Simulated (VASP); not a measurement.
# Ti (P6/mmm) in VASP: a series of runs, part 2 of 2

VASP 6.6.1. The steps go on from the part before.

## 3. Single point, PBE

The input, INCAR:

```
SYSTEM = Ti
PREC     = Accurate       ! precision mode
ENCUT    = 400            ! plane-wave cutoff, eV
EDIFF    = 1E-6           ! SCF threshold, eV
ISMEAR   = 0              ! smearing method
SIGMA    = 0.02           ! smearing width, eV
LREAL    = .False.        ! projectors in reciprocal space
LASPH    = .True.         ! aspherical terms in the spheres
NELM     = 100            ! most SCF steps
ALGO     = Normal         ! electronic algorithm
ISIF     = 2              ! what is computed and relaxed
LWAVE    = .False.        ! write WAVECAR
LCHARG   = .False.        ! write CHGCAR
GGA      = PE             ! functional
NBANDS   = 13             ! bands
ADDGRID  = .False.
```

The input, KPOINTS:

```
Automatic mesh
0
Gamma
  12 12 17
  0 0 0
```

The input, POSCAR:

```
Ti
1.0
    4.5673748306      0.0000000000      0.0000000000
   -2.2836874153      3.9554626319      0.0000000000
    0.0000000000      0.0000000000      2.8262442700
Ti
3
Direct
    0.6666666667      0.3333333333      0.5000000000
    0.3333333333      0.6666666667      0.5000000000
    0.0000000000      0.0000000000      0.0000000000
```

Potentials or basis: VASP PAW PBE potentials, release 64 (Ti).

Started as:

```console
cat potpaw_PBE.64/Ti/POTCAR > POTCAR
mpirun -np 1 vasp_std > vasp.out
```

OUTCAR:

```text
SYSTEM = Ti
   PREC = Accurate
   ENCUT = 400
   EDIFF = 1E-6
   ISMEAR = 0
   LREAL = .False.
   LASPH = .True.
   NELM = 100
   ISIF = 2
   GGA = PE

 Found    171 irreducible k-points:

 Following reciprocal coordinates:
            Coordinates               Weight
  0.000000  0.000000  0.000000      1.000000
  0.083333  0.000000  0.000000      6.000000
  0.166667  0.000000  0.000000      6.000000
  0.250000  0.000000  0.000000      6.000000
  0.333333  0.000000  0.000000      6.000000
  0.416667  0.000000  0.000000      6.000000
   k-points           NKPTS =    171   k-points in BZ     NKDIM =    171   number of bands    NBANDS=     13
   number of dos      NEDOS =    301   number of ions     NIONS =      3
   total plane-waves  NPLWV =  16200
   dimension x,y,z NGX =    30 NGY =   30 NGZ =   18
   dimension x,y,z NGXF=    60 NGYF=   60 NGZF=   36
   ions per type =               3
   NGX,Y,Z   is equivalent  to a cutoff of  10.92, 10.92, 10.59 a.u.
   NGXF,Y,Z  is equivalent  to a cutoff of  21.84, 21.84, 21.18 a.u.
 SYSTEM =  Ti
   PREC   = accura    normal or accurate (medium, high low for compatibility)
   ISTART =      0    job   : 0-new  1-cont  2-samecut
   ICHARG =      2    charge: 1-file 2-atom 10-const
   ISPIN  =      1    spin polarized calculation?
   LNONCOLLINEAR =      F non collinear calculations
   LSORBIT =      F    spin-orbit coupling
   LASPH  =      T    aspherical Exc in radial PAW
[... 140 lines left out ...]
  band No.  band energies     occupation
      1      -1.1554      2.00000
      2       0.1469      2.00000
      3       0.5466      2.00000
      4       2.4047      2.00000
      5       2.5322      2.00000
      6       2.9442      2.00000
      7       3.2459      0.00000
      8       3.5990      0.00000
      9       4.0235      0.00000
     10       4.0895      0.00000
     11       4.7422      0.00000
     12       5.3245      0.00000
     13       5.4416      0.00000

 [... further k-points ...]

------------------------ aborting loop because EDIFF is reached ----------------------------------------

  FORCE on cell =-STRESS in cart. coord.  units (eV):
  Direction    XX          YY          ZZ          XY          YZ          ZX
  --------------------------------------------------------------------------------------
  -------------------------------------------------------------------------------------
  Total       -0.3531162     -0.3531162     -0.3941125      0.0000000      0.0000000      0.0000000
  in kB      -11.0803770    -11.0803770    -12.3667941      0.0000000      0.0000000      0.0000000
  external PRESSURE =     -11.5091827 kB  Pullay stress =       0.0000000 kB

 VOLUME and BASIS-vectors are now :
 -----------------------------------------------------------------------------
  energy-cutoff  :      400.00
  volume of cell :       51.06
      direct lattice vectors                 reciprocal lattice vectors
     4.567374831  0.000000000  0.000000000     0.218944150  0.126407464  0.000000000
    -2.283687415  3.955462632  0.000000000     0.000000000  0.252814928  0.000000000
     0.000000000  0.000000000  2.826244270     0.000000000  0.000000000  0.353826458

 POSITION                                       TOTAL-FORCE (eV/Angst)
 -----------------------------------------------------------------------------------
      2.28369      1.31849      1.41312         0.000000     -0.000000      0.000000
     -0.00000      2.63698      1.41312        -0.000000      0.000000      0.000000
      0.00000      0.00000      0.00000        -0.000000      0.000000      0.000000
 -----------------------------------------------------------------------------------
    total drift:                               -0.000000      0.000000      0.000000

  FREE ENERGIE OF THE ION-ELECTRON SYSTEM (eV)
  ---------------------------------------------------
  free  energy   TOTEN  =       -23.3272172412 eV

  energy  without entropy=      -23.3265549561  energy(sigma->0) =      -23.32688610
```

stdout:

```text
POSCAR found type information on POSCAR Ti
 POSCAR found :  1 types and       3 ions
 scaLAPACK will be used
 LDA part: xc-table for (Slater+PW92), standard interpolation
 POSCAR, INCAR and KPOINTS ok, starting setup
 FFT: planning ... GRIDC
 FFT: planning ... GRID_SOFT
 FFT: planning ... GRID
 WAVECAR not read
 entering main loop
```

Run time: 50 s. Hardware: 1 thread of Intel Xeon Platinum 8488C (Sapphire Rapids), shared host; peak memory 0.19 GiB.

The run converged, but some of its settings lie outside the range that counts as converged, so its numbers aren't taken as properties of the crystal.

Results:

```
Free energy            : -23.3272 eV
Pressure               : -1.2 GPa
Band gap on the k mesh : none (metal or under the smearing width)
```

## 4. Single point, PBE

INCAR is that of step 3.

KPOINTS is that of step 3.

The input, POSCAR:

```
Ti
1.0
    4.5673748306      0.0000000000      0.0000000000
   -2.2836874153      3.9554626319      0.0000000000
    0.0000000000      0.0000000000      2.8262442700
Ti
3
Direct
    0.6535550000      0.3369470000      0.4982190000
    0.3492570000      0.6782810000      0.5288300000
    0.0014220000     -0.0021490000     -0.0037100000
```

Started as:

```console
cat potpaw_PBE.64/Ti/POTCAR > POTCAR
mpirun -np 1 vasp_std > vasp.out
```

It took 5.6 min on 1 thread of Intel Xeon Platinum 8488C (Sapphire Rapids), shared host; peak memory 0.54 GiB.

These settings aren't checked as converged: the numbers below hold their error.

What came out:

```yaml
Free_energy: -23.2957 eV
Pressure: -0.9 GPa
Largest_force: 0.375 eV/Å
Band_gap_on_the_k_mesh: none (metal or under the smearing width)
```

## 5. Single point, PBE

INCAR, as its differences from that of step 4:

```diff
@@ -4,4 +4,4 @@
 EDIFF    = 1E-6           ! SCF threshold, eV
-ISMEAR   = 0              ! smearing method
-SIGMA    = 0.02           ! smearing width, eV
+ISMEAR   = -5             ! smearing method
+SIGMA    = 0.15           ! smearing width, eV
 LREAL    = .False.        ! projectors in reciprocal space
```

KPOINTS is that of step 4.

The input, POSCAR:

```
Ti
1.0
    4.5673748306      0.0000000000      0.0000000000
   -2.2836874153      3.9554626319      0.0000000000
    0.0000000000      0.0000000000      2.8262442700
Ti
3
Direct
    0.6666666667      0.3333333333      0.5000000000
    0.3333333333      0.6666666667      0.5000000000
    0.0000000000      0.0000000000      0.0000000000
```

Potentials or basis: VASP PAW PBE potentials, release 64 (Ti).

Started as:

```console
cat potpaw_PBE.64/Ti/POTCAR > POTCAR
mpirun -np 1 vasp_std > vasp.out
```

OUTCAR:

```text
SYSTEM = Ti
   PREC = Accurate
   ENCUT = 400
   EDIFF = 1E-6
   ISMEAR = -5
   LREAL = .False.
   LASPH = .True.
   NELM = 100
   ISIF = 2
   GGA = PE

 Found    171 irreducible k-points:

 Following reciprocal coordinates:
            Coordinates               Weight
  0.000000  0.000000  0.000000      1.000000
  0.083333  0.000000  0.000000      6.000000
  0.166667  0.000000  0.000000      6.000000
  0.250000  0.000000  0.000000      6.000000
  0.333333  0.000000  0.000000      6.000000
  0.416667  0.000000  0.000000      6.000000
   k-points           NKPTS =    171   k-points in BZ     NKDIM =    171   number of bands    NBANDS=     13
[... 170 lines left out ...]
 [... further k-points ...]
[... 5 lines left out ...]
  --------------------------------------------------------------------------------------
  -------------------------------------------------------------------------------------
  Total       -0.2950962     -0.2950962     -0.4536868      0.0000000      0.0000000      0.0000000
  in kB       -9.2597778     -9.2597778    -14.2361677      0.0000000      0.0000000      0.0000000
  external PRESSURE =     -10.9185745 kB  Pullay stress =       0.0000000 kB

 VOLUME and BASIS-vectors are now :
 -----------------------------------------------------------------------------
  energy-cutoff  :      400.00
  volume of cell :       51.06
      direct lattice vectors                 reciprocal lattice vectors
     4.567374831  0.000000000  0.000000000     0.218944150  0.126407464  0.000000000
    -2.283687415  3.955462632  0.000000000     0.000000000  0.252814928  0.000000000
     0.000000000  0.000000000  2.826244270     0.000000000  0.000000000  0.353826458

 POSITION                                       TOTAL-FORCE (eV/Angst)
 -----------------------------------------------------------------------------------
      2.28369      1.31849      1.41312        -0.000000      0.000000      0.000000
     -0.00000      2.63698      1.41312         0.000000     -0.000000     -0.000000
      0.00000      0.00000      0.00000        -0.000000      0.000000      0.000000
 -----------------------------------------------------------------------------------
    total drift:                               -0.000000      0.000000      0.000000

  FREE ENERGIE OF THE ION-ELECTRON SYSTEM (eV)
  ---------------------------------------------------
  free  energy   TOTEN  =       -23.3266978120 eV

  energy  without entropy=      -23.3266978120  energy(sigma->0) =      -23.32669781
```

Wall time 64 s (1 thread of Intel Xeon Platinum 8488C (Sapphire Rapids), shared host); peak memory 0.19 GiB.

The run converged, but some of its settings lie outside the range that counts as converged, so its numbers aren't taken as properties of the crystal.

Results:

* Free energy: -23.3267 eV
* Pressure: -1.1 GPa
* Band gap on the k mesh: none (metal or under the smearing width)

Caveat: tetrahedron occupations give inexact forces and stress in metals.

## 6. Single point, PBE

INCAR is that of step 5.

KPOINTS is that of step 5.

The input, POSCAR:

```
Ti
1.0
    4.5673748306      0.0000000000      0.0000000000
   -2.2836874153      3.9554626319      0.0000000000
    0.0000000000      0.0000000000      2.8262442700
Ti
3
Direct
    0.6535550000      0.3369470000      0.4982190000
    0.3492570000      0.6782810000      0.5288300000
    0.0014220000     -0.0021490000     -0.0037100000
```

Potentials or basis: VASP PAW PBE potentials, release 64 (Ti).

Started as:

```console
cat potpaw_PBE.64/Ti/POTCAR > POTCAR
mpirun -np 1 vasp_std > vasp.out
```

Run time: 7.6 min. Hardware: 1 thread of Intel Xeon Platinum 8488C (Sapphire Rapids), shared host; peak memory 0.57 GiB.

These settings aren't checked as converged: the numbers below hold their error.

What came out:

```yaml
Free_energy: -23.2953 eV
Pressure: -0.9 GPa
Largest_force: 0.390 eV/Å
Band_gap_on_the_k_mesh: none (metal or under the smearing width)
```

Caveat: tetrahedron occupations give inexact forces and stress in metals.

## 7. The reference run

An earlier run on the cell as given: functional PBEsol; potentials or basis VASP PAW PBE potentials, release 64 (Ti_sv); cutoff 520 eV; k mesh 7 × 7 × 9; occupations fermi-dirac, width 0.05 eV; no spin polarisation.

* Pressure: -3.9 GPa
* Band gap on the k mesh: none (metal or under the smearing width)
